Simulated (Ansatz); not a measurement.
# CoSi2: single point with PBE

The system is CoSi2.

```
CELL_PARAMETERS angstrom
0.00000 2.67800 2.67800
2.67800 0.00000 2.67800
2.67800 2.67800 0.00000
ATOMIC_POSITIONS crystal
Co 0.00000 0.00000 0.00000
Si 0.75000 0.75000 0.75000
Si 0.25000 0.25000 0.25000
```

- Program: Ansatz 0.2.0
- Task: single point
- Functional: PBE
- Potentials or basis: Ansatz PAW
- Cutoff: 420 eV (not typed: the program's choice for these potentials)
- k mesh: 9 × 9 × 9
- Occupations: gaussian, width 0.025 eV
- Spin: collinear spin, ferromagnetic start
- Starting moments: [2.0, 0.0, 0.0] μB

```yaml
Pressure: 0.5 GPa
Band_gap_on_the_k_mesh: none (metal or under the smearing width)
Net_moment: 0.00 μB per cell
Absolute_moment: 0.00 μB per cell
```

Levels at points of the mesh, in eV from the Fermi level:
Spin up:
```tsv
k point	band 9	band 10	band 11	band 12	band 13	band 14	band 15	band 16	band 17	band 18
(0.00, 0.00, 0.00)	-1.86	-1.86	0.79	3.46	3.46	3.46	3.47	3.47	3.47	5.69
```
Spin down:
| k point | band 10 | band 11 | band 12 | band 13 | band 14 | band 15 | band 16 | band 17 |
| --- | --- | --- | --- | --- | --- | --- | --- | --- |
| (0.00, 0.00, 0.00) | -1.86 | 0.79 | 3.46 | 3.46 | 3.46 | 3.47 | 3.47 | 3.47 |

Run time: 2.5 s on 2 threads of Intel(R) Xeon(R) Platinum 8259CL CPU @ 2.50GHz (Skylake/Cascade Lake), on a shared host, peak memory 0.4 GiB.

Caveat: the starting moments collapsed, and a magnetic state may lie lower; the starting moments weren't kept.
